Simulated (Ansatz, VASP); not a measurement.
**BN in VASP and in Ansatz**

```xyz
4
Lattice="2.5539 0.0000 0.0000 -1.2770 2.2118 0.0000 0.0000 0.0000 4.2269" Properties=species:S:1:pos:R:3 pbc="T T T"
B     1.2770    0.7373    4.2257
B     0.0000    1.4745    2.1123
N     1.2770    0.7373    2.6430
N     0.0000    1.4745    0.5295
```

Measurements of this composition are mostly on another form, of space group No. 194.

Alike in both runs: task single point; functional r2SCAN; dispersion rVV10; k mesh 9 × 9 × 4; occupations gaussian, width 0.1 eV; no spin polarisation.

```csv
,VASP,Ansatz
version,VASP 6.6.1,Ansatz 0.2.0
potentials or method,"VASP PAW PBE potentials, release 64 (B, N)","scalar-relativistic, plane waves, PAW"
plane-wave cutoff (eV),520,500
valence electrons in the cell,16,16
```

```tsv
	VASP	Ansatz	Ansatz less VASP
gap on the k mesh at the Fermi level (eV)	5.67	5.70	+0.026
least direct gap on the mesh (eV)	8.88	8.90	+0.015
pressure (GPa)	-4.6	-5.9	-1.35
largest component of the traceless stress (GPa)	0.38	0.35	-0.026
rms of the force components (eV/Å)	0.010	0.013	+0.0026
```

Atom by atom the forces differ by 0.003 eV/Å (rms over components).

Caveats: the PAW data sets were made with another functional, which shifts forces and pressure a little (VASP); an odd mesh through Γ misses points on the zone boundary, where band edges often lie. r2SCAN opens gaps a little over a GGA but as a rule still falls short of measured ones.
